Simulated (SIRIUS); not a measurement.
InP: equation of state with PBEsol

**Measured values to compare with.**

From a printed reference work, data compilation, for a bulk crystal of InP: bulk modulus 71 GPa.

The system is InP.

```xyz
2
Lattice="0.0000 2.9305 2.9305 2.9305 0.0000 2.9305 2.9305 2.9305 0.0000" Properties=species:S:1:pos:R:3 pbc="T T T"
In    0.0000    0.0000    0.0000
P     4.3957    4.3957    4.3957
```

```json
{"Program": "SIRIUS 7.12.0", "Task": "equation of state", "Functional": "PBEsol", "Potentials or basis": "all-electron FP-LAPW", "Cutoff": "172 eV", "Basis": "apw+lo standard", "k mesh": "8 × 8 × 8", "Occupations": "fermi-dirac, width 0.05 eV", "Spin": "no spin polarisation"}
```

The equilibrium volume is 25.37 Å³/atom and the bulk modulus is 67 GPa. The pressure derivative of the bulk modulus is 4.9 (rough: it moves with the points fitted).

Energy against volume, from the lowest point:
```csv
volume (Å³/atom),energy (meV/atom)
23.657,27.67
24.160,13.28
24.663,4.18
25.167,0.00
25.670,0.61
26.173,4.82
26.677,12.50
```

All runs of the series together: 5.3 min on 1 thread of Arm Neoverse V2, on a shared host.

Against the measured bulk modulus of InP, 71 GPa (a printed reference work, data compilation), the calculated 67 GPa is off by -5.4 %. The fit is for a static lattice scaled at fixed shape and fixed fractional positions.
